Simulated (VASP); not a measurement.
**CuO under changes of volume**

One of the cells (11.442 Å³/atom); the others are scaled copies at fixed shape and fractional positions:

```xyz
6
Lattice="4.1885 0.0000 0.0000 0.0000 4.1885 0.0000 0.0000 0.0000 3.9134" Properties=species:S:1:pos:R:3 pbc="T T T"
Cu    2.0942    0.0000    1.9567
Cu    0.0000    2.0942    1.9567
Cu    0.0000    0.0000    0.0000
O     0.0000    0.0000    1.9567
O     2.0942    0.0000    0.0000
O     0.0000    2.0942    0.0000
```

Measurements of this composition are mostly on another form, of space group No. 15.

```yaml
Program: VASP 6.6.1
Functional: PBE
Potentials_or_basis: VASP PAW PBE potentials, release 64 (Cu, O)
Cutoff: 520 eV
k_mesh: 7 × 7 × 7
Occupations: fermi-dirac, width 0.05 eV
Spin: no spin polarisation
```

| volume (Å³/atom) | energy over the lowest point (meV/atom) | pressure (GPa) |
| --- | --- | --- |
| 10.545 | 33.33 | 13.2 |
| 10.769 | ? | ? |
| 10.994 | 7.11 | 5.5 |
| 11.442 | 0.00 | -0.5 |
| 11.667 | 2.39 | -3.1 |
| 11.891 | 8.17 | -5.4 |

Q: What does the run at 10.769 Å³/atom give?

A: Energy over the lowest point 17.54 meV/atom; pressure 9.1 GPa.

Worked out: A Birch-Murnaghan fit of order 3 (a polynomial in V^(-2/3)) to the other rows has its minimum at 11.41 Å³/atom with B0 = V·E''(V) = 140 GPa and B' = 4.6 at fixed shape and positions, which overstates the stiffness. It gives 17.59 meV/atom at 10.769 Å³/atom, against the run's 17.54, and -dE/dV = 9.3 GPa, against 9.1.

Energies are extrapolated to zero smearing.

Caveats: an odd number of electrons without spin polarisation forces a metal; a magnetic or distorted state may lie lower; the run has no spin polarisation, though such a crystal can be magnetic.
